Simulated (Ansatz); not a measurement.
**Cobalt, simple cubic under RPBE: ground state and equation of state**

What does RPBE give for cobalt in the simple cubic structure? We relax it, solve it on a dense k-mesh, then scale the cell to 7 volumes from 88 to 112 % of the relaxed one and try a fit of the equation of state. The start is ferromagnetic. The k-meshes are 14×14×14 for the relaxation; 22×22×22 for the dense run; 15×15×15 for the volumes.

This is Co in the simple cubic structure; at room conditions it is hcp.

Computed with Ansatz 0.2.0 (DFT RPBE, plane waves (420 eV) with PAW, scalar-relativistic; PBE-made PAW files, unless a step says otherwise).

### 1 Starting point

The structure is cubic, space group Pm-3m (No. 221). Conventional cell: a = 2.287 Å, b = 2.287 Å, c = 2.287 Å, α = 90.00°, β = 90.00°, γ = 90.00°. Co (site symmetry m-3m) is surrounded by 6 Co at 2.29 Å.

As a file:

```xyz
1
Lattice="2.2868 0.0000 0.0000 0.0000 2.2868 0.0000 0.0000 0.0000 2.2868" Properties=species:S:1:pos:R:3 pbc="T T T"
Co    0.0000    0.0000    0.0000
```

The atoms start with moments of +1.7 μB.

### 2 Relaxing cell and atoms

Input file input.yaml:

```yaml
crystal:
  lattice:
    - [2.286848805, 0.0, 0.0]
    - [0.0, 2.286848805, 0.0]
    - [0.0, 0.0, 2.286848805]
  atoms:
    - { symbol: Co, position: [0.0, 0.0, 0.0], spin: 1.7 }
hamiltonian:
  xc: rpbe
  pseudopotentials:
    kind: paw
    azcp:
      Co: "pseudopotentials/Co.paw.azcp"
basis:
  ecutwfc: 420
  fft_grid_basis: typed
kpoints:
  mp_grid: { grid: [14, 14, 14], shift: [0, 0, 0] }
magnetization:
  spin_polarized: true
scf:
  occupations: { method: fermi_dirac, width: 0.05 }
relax:
  max_steps: 60
  f_tol: 0.01
  cell: {}
```

After this run come: Dense single point; Volume × 0.88; Volume × 0.92; Volume × 0.96; Volume × 1.0; Volume × 1.04; Volume × 1.08; Volume × 1.12.

Before running it: what results should come out? Wanted: space group; conventional cell; volume; shortest distance; gap on the mesh; magnetic state; relative to hcp, ferromagnetic; V₀, B₀, B₀′.

The runs gave:

```
                      quantity                                  value
space group (spins left aside)                        Pm-3m (No. 221)
             conventional cell                            a = 2.365 Å
                        volume                         13.236 Å³/atom
             shortest distance                                2.365 Å
               gap on the mesh           none (levels filled in part)
                magnetic state  ferromagnetic, up to 1.94 μB per atom
relative to hcp, ferromagnetic                          +742 meV/atom
                   V₀, B₀, B₀′           13.255 Å³/atom, 130 GPa, 3.5
```

What this shows: The relaxation enlarged the cell by 10.7 % in volume. Against the reference form of cobalt (hcp, ferromagnetic, computed apart with the same settings) it stands 742 meV/atom higher. The final state is ferromagnetic (largest moment 1.94 μB). No gap shows: it is a metal or semimetal at this level. The fitted modulus is 130 GPa. The symmetry was held, so the structure may be unstable against distortions that break it.
